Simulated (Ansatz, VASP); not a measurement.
## HfC in VASP and in Ansatz

The input INCAR:

```
PREC     = Accurate       # precision mode
ENCUT    = 600            # plane-wave cutoff, eV
EDIFF    = 1E-7           # SCF threshold, eV
ISMEAR   = -1             # smearing method
SIGMA    = 0.05           # smearing width, eV
LREAL    = F              # projectors in reciprocal space
LASPH    = T              # aspherical terms in the spheres
NELM     = 60             # most SCF steps
ALGO     = Normal         # electronic algorithm
ISIF     = 3              # what is computed and relaxed
LWAVE    = F              # write WAVECAR
LCHARG   = F              # write CHGCAR
GGA      = PE             # functional
IBRION   = 2              # ionic algorithm
NSW      = 60             # ionic steps
EDIFFG   = -0.01          # ionic threshold
```

Contents of KPOINTS:

```
Automatic mesh
0
Gamma
  10 10 10
```

POSCAR

```
HfC
1.0
    0.0000000000      2.3250000000      2.3250000000
    2.3250000000      0.0000000000      2.3250000000
    2.3250000000      2.3250000000      0.0000000000
Hf C
1 1
Direct
    0.5000000000      0.5000000000      0.5000000000
    0.0000000000      0.0000000000      0.0000000000
```

The input input.yaml:

```yaml
crystal:
  lattice:
    - [0.0, 2.325, 2.325]
    - [2.325, 0.0, 2.325]
    - [2.325, 2.325, 0.0]
  atoms:
    - { symbol: Hf, position: [0.5, 0.5, 0.5] }
    - { symbol: C, position: [0.0, 0.0, 0.0] }
hamiltonian:
  xc: pbe
  pseudopotentials: { kind: paw }
kpoints:
  mp_grid: { grid: [10, 10, 10] }
scf:
  occupations: { method: fermi_dirac, width: 0.05 }
output:
  forces: true
  stress: true
  eigenvalues: true
relax:
  f_tol: 0.01
  max_steps: 40
  cell: { stress_tol: 0.05 }
```

Alike in both runs: task relaxation of cell and atoms; functional PBE; k mesh 10 × 10 × 10; occupations fermi-dirac, width 0.05 eV; no spin polarisation.

|  | VASP | Ansatz |
| --- | --- | --- |
| version | VASP 6.6.1 | Ansatz 0.2.0 |
| potentials or method | VASP PAW PBE potentials, release 64 (Hf_pv, C) | Ansatz PAW |
| plane-wave cutoff (eV) | 600 | 420 |
| valence electrons in the cell | 14 | 30 |

```tsv
	VASP	Ansatz	Ansatz less VASP
gap on the k mesh at the Fermi level, each at its own relaxed structure (eV)	none	none	-
relaxed volume (Å³/atom)	12.54	12.58	+0.039
relaxed cell length with the largest relative difference (Å)	3.286	3.289	+0.0034
```

A gap of «none» marks a metal or a gap that the smearing closes. The two sets of potentials don't hold the same shells in valence.

Caveats: the plane-wave basis is chosen anew once the cell has moved, so the energies of steps on either side of that aren't comparable (Ansatz). Spin-orbit coupling is left out, which matters for the levels of Hf.
